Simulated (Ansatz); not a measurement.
We look at the formation energy of BeO (wurtzite, P6₃mc) from the elements. Reaction: Be (hcp) + 1/2 O2 (gas) → BeO (wurtzite). Negative: the products are lower in energy. The value is per atom of the solid.

BeO (wurtzite, P6₃mc), 4 atoms in the cell, k-point mesh 18×18×8 on the run's own vectors.
Space group P6₃mc (No. 186); a = 2.7116 Å, b = 2.7116 Å, c = 4.4042 Å, α = 90.00°, β = 90.00°, γ = 120.00°

| atom | site | symmetry | x | y | z |
|---|---|---|---|---|---|
| Be | 2b | 3m. | 0.6667 | 0.3333 | 0.4999 |
| O | 2b | 3m. | 0.3333 | 0.6667 | 0.3776 |

Be (hcp, P6₃/mmc), 2 atoms in the cell, k-point mesh 30×30×16 on the run's own vectors. Conventional cell: a = b = 2.264 Å, c = 3.563 Å, α = β = 90.00°, γ = 120.00°.

An isolated O2 molecule (triplet) in a box of 11 × 11 × 13 Å.

Computed with Ansatz (plane waves, PAW), its PAW set soft_1, cutoff 420 eV, 500 eV for r2SCAN. The structures are at rest with PBE; other levels are single points on them, but for the rows marked own geometry. HSE06 runs on coarser k-point meshes, mended by the PBE difference between the two meshes. Some cells are metallic or hold partly filled levels, where a hybrid on a coarse mesh is less sure. Neutral cells; Fermi-Dirac smearing of at most 0.10 eV in the solids, energies taken to zero width. The lattices are those relaxed with PBE, so at other levels the solids can be strained, which adds to the spread. A dispersion term (D3(BJ), or D4 for r2SCAN) was computed beside these levels and is taken off wherever the name lacks it. Space groups of crystals are read within 0.01 Å. Nuclei at rest; no vibrational terms.

Question: What value does PBE give?

Answer: -2.73 eV/atom, for Be (hcp) + 1/2 O2 (gas) → BeO (wurtzite).

Question: List the value at the remaining levels and say how far they part.

Answer: 
| Level | value (eV/atom) | less PBE |
|---|---|---|
| PBE+D3(BJ) | -2.77 | -0.04 |
| HSE06+D3(BJ) | -2.89 | -0.16 |
| r2SCAN (own geometry) | -2.98 | -0.25 |

The levels shown span 0.25 eV/atom, from r2SCAN (own geometry) (-2.98) to PBE (-2.73).

Ansatz is a quantum-chemistry and plane-wave program.
